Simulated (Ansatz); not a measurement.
## An elastic constant from a strain scan in LiF

Theory: Ansatz 0.2.0, DFT PBE, scalar-relativistic, plane waves, PAW. Settings: plane waves to 420 eV, k-mesh 10×10×10 (Γ-centred), Gaussian smearing 0.05 eV. No spin polarisation. Energies are free energies at this smearing, counted from the undisturbed cell; pressure is positive in compression.

The undisturbed cell (as given, not relaxed at this level; it stands at 0.0 GPa; this CsCl-type form isn't the usual structure):

```
CELL_PARAMETERS angstrom
2.55953 0.00000 0.00000
0.00000 2.55953 0.00000
0.00000 0.00000 2.55953
ATOMIC_POSITIONS crystal
Li 0.00000 0.00000 0.00000
F 0.50000 0.50000 0.50000
```

The cell is strained by ε times the Voigt pattern (0, 1, 0, 0, 0, 0) (xx, yy, zz, yz, xz, xy; engineering shear) with fractional coordinates fixed. The cell holds 2 atoms in V0 = 16.77 Å³. The stress column is τ = (1/V0) dE/dε, got from the stress tensor σ (compression positive) at each point as −det(1 + εP) σ : P(1 + εP)⁻¹, with P the pattern as a tensor.

```csv
ε,ΔE (meV/atom),τ (GPa)
-0.0400,11.720,-11.554
-0.0300,6.456,-8.418
-0.0200,2.859,-5.455
-0.0100,0.734,-2.672
0.0000,0.000,-0.046
0.0100,0.652,2.438
0.0200,2.554,4.789
0.0300,5.640,7.013
0.0350,7.596,8.084
0.0400,?,?
```

Problem. Which combination of elastic constants does this scan measure, and how large is it?

Solution. For small ε, τ = τ0 + Kε with K = pᵀCp, which for this pattern is C11 in the cubic axes. The parabola through τ at ε = -0.0100, 0 and 0.0100 has slope K = 256 GPa at zero. The energies per cell, E = NΔE, of the same two points give K = 2[E(ε₊)/ε₊ − E(ε₋)/ε₋]/[(ε₊ − ε₋)V0] = 265 GPa, in agreement.

Problem. Predict the withheld row at ε = 0.0400 from the harmonic law, and compare.

Solution. ΔE = V0(τ0 ε + Kε²/2)/N = 10.602 meV/atom and τ = 10.18 GPa. The calculation gives 9.864 meV/atom and 9.13 GPa: the energy lies 7 % below the harmonic value, as bonds soften when stretched.